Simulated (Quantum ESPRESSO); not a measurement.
Here is a Quantum ESPRESSO 7.5 calculation.

File pw.in:

```
&CONTROL
  calculation = 'scf'
  prefix = 'pwscf'
  outdir = './tmp'
  pseudo_dir = './pseudo'
  tprnfor = .true.
  tstress = .true.
  disk_io = 'low'
/
&SYSTEM
  ibrav = 0
  A = 3.18
  nat = 4
  ntyp = 2
  ecutwfc = 114
  nbnd = 36
  occupations = 'smearing'
  smearing = 'fd'
  degauss = 0.00367493
/
&ELECTRONS
  conv_thr = 8d-10
  electron_maxstep = 120
  mixing_beta = 0.5
/
ATOMIC_SPECIES
Ga    69.7230 Ga.upf
N     14.0070 N.upf
CELL_PARAMETERS alat
   1.0000000000    0.0000000000    0.0000000000
  -0.5000000000    0.8660254038    0.0000000000
   0.0000000000    0.0000000000    1.6245283019
ATOMIC_POSITIONS alat
Ga     0.5000000000    0.2886751346    0.8122641509
Ga    -0.0000000001    0.5773502692    0.0000000000
N      0.5000000000    0.2886751346    1.4214622642
N     -0.0000000001    0.5773502692    0.6091981132
K_POINTS automatic
10 10 5 0 0 0
```

The input bands.in:

```
&CONTROL
  calculation = 'bands'
  prefix = 'pwscf'
  outdir = './tmp'
  pseudo_dir = './pseudo'
  disk_io = 'low'
  verbosity = 'high'
/
&SYSTEM
  ibrav = 0
  A = 3.18
  nat = 4
  ntyp = 2
  ecutwfc = 114
  nbnd = 36
  occupations = 'smearing'
  smearing = 'fd'
  degauss = 0.00367493
/
&ELECTRONS
  conv_thr = 1d-08
  electron_maxstep = 120
  mixing_beta = 0.5
  diago_full_acc = .true.
/
ATOMIC_SPECIES
Ga    69.7230 Ga.upf
N     14.0070 N.upf
CELL_PARAMETERS alat
   1.0000000000    0.0000000000    0.0000000000
  -0.5000000000    0.8660254038    0.0000000000
   0.0000000000    0.0000000000    1.6245283019
ATOMIC_POSITIONS alat
Ga     0.5000000000    0.2886751346    0.8122641509
Ga    -0.0000000001    0.5773502692    0.0000000000
N      0.5000000000    0.2886751346    1.4214622642
N     -0.0000000001    0.5773502692    0.6091981132
K_POINTS crystal
60
 0.0000000000  0.0000000000  0.0000000000 1
 0.0714285714  0.0000000000  0.0000000000 1
 0.1428571429  0.0000000000  0.0000000000 1
 0.2142857143  0.0000000000  0.0000000000 1
 0.2857142857  0.0000000000  0.0000000000 1
 0.3571428571  0.0000000000  0.0000000000 1
 0.4285714286  0.0000000000  0.0000000000 1
 0.5000000000  0.0000000000  0.0000000000 1
 0.4583333333  0.0833333333  0.0000000000 1
 0.4166666667  0.1666666667  0.0000000000 1
 0.3750000000  0.2500000000  0.0000000000 1
 0.3333333333  0.3333333333  0.0000000000 1
 0.2962962963  0.2962962963  0.0000000000 1
 0.2592592593  0.2592592593  0.0000000000 1
 0.2222222222  0.2222222222  0.0000000000 1
 0.1851851852  0.1851851852  0.0000000000 1
 0.1481481481  0.1481481481  0.0000000000 1
 0.1111111111  0.1111111111  0.0000000000 1
 0.0740740741  0.0740740741  0.0000000000 1
 0.0370370370  0.0370370370  0.0000000000 1
 0.0000000000  0.0000000000  0.0000000000 1
 0.0000000000  0.0000000000  0.1250000000 1
 0.0000000000  0.0000000000  0.2500000000 1
 0.0000000000  0.0000000000  0.3750000000 1
 0.0000000000  0.0000000000  0.5000000000 1
 0.0625000000  0.0000000000  0.5000000000 1
 0.1250000000  0.0000000000  0.5000000000 1
 0.1875000000  0.0000000000  0.5000000000 1
 0.2500000000  0.0000000000  0.5000000000 1
 0.3125000000  0.0000000000  0.5000000000 1
 0.3750000000  0.0000000000  0.5000000000 1
 0.4375000000  0.0000000000  0.5000000000 1
 0.5000000000  0.0000000000  0.5000000000 1
 0.4666666667  0.0666666667  0.5000000000 1
 0.4333333333  0.1333333333  0.5000000000 1
 0.4000000000  0.2000000000  0.5000000000 1
 0.3666666667  0.2666666667  0.5000000000 1
 0.3333333333  0.3333333333  0.5000000000 1
 0.3030303030  0.3030303030  0.5000000000 1
 0.2727272727  0.2727272727  0.5000000000 1
 0.2424242424  0.2424242424  0.5000000000 1
 0.2121212121  0.2121212121  0.5000000000 1
 0.1818181818  0.1818181818  0.5000000000 1
 0.1515151515  0.1515151515  0.5000000000 1
 0.1212121212  0.1212121212  0.5000000000 1
 0.0909090909  0.0909090909  0.5000000000 1
 0.0606060606  0.0606060606  0.5000000000 1
 0.0303030303  0.0303030303  0.5000000000 1
 0.0000000000  0.0000000000  0.5000000000 1
 0.5000000000  0.0000000000  0.5000000000 1
 0.5000000000  0.0000000000  0.4000000000 1
 0.5000000000  0.0000000000  0.3000000000 1
 0.5000000000  0.0000000000  0.2000000000 1
 0.5000000000  0.0000000000  0.1000000000 1
 0.5000000000  0.0000000000  0.0000000000 1
 0.3333333333  0.3333333333  0.0000000000 1
 0.3333333333  0.3333333333  0.1250000000 1
 0.3333333333  0.3333333333  0.2500000000 1
 0.3333333333  0.3333333333  0.3750000000 1
 0.3333333333  0.3333333333  0.5000000000 1
```

Potentials or basis: PseudoDojo 0.4 SR PBE stringent.

Launch:

```bash
$ OMP_NUM_THREADS=1 pw.x -in pw.in > pw.out
$ OMP_NUM_THREADS=1 pw.x -in bands.in > bands.out
```

(1) What does it give for the band gap on the k mesh?

(2) Predict the largest force.

(3) Predict the pressure.

Answers

(1) 2.00 eV, direct.

(2) 0.137 eV/Å.

(3) 6.9 GPa.

**The experiment to reproduce.**

From “Studying electronic properties in GaN without electrical contacts using γ-γ vs e−-γ Perturbed Angular Correlations”, 2019, pmc:6823545, for a bulk crystal of GaN: band gap 3.503 ± 0.005 eV (direct).

Measured gap of GaN: 3.503 eV (direct; quoted in “Studying electronic properties in GaN without electrical contacts using γ-γ vs e−-γ Perturbed Angular Correlations”, 2019, pmc:6823545). This calculation gives 2.00 eV (-1.50 eV). Spin-orbit coupling on Ga is left out. The value is that of PBE, without temperature or zero-point motion. Semilocal functionals fall short of measured gaps as a rule.
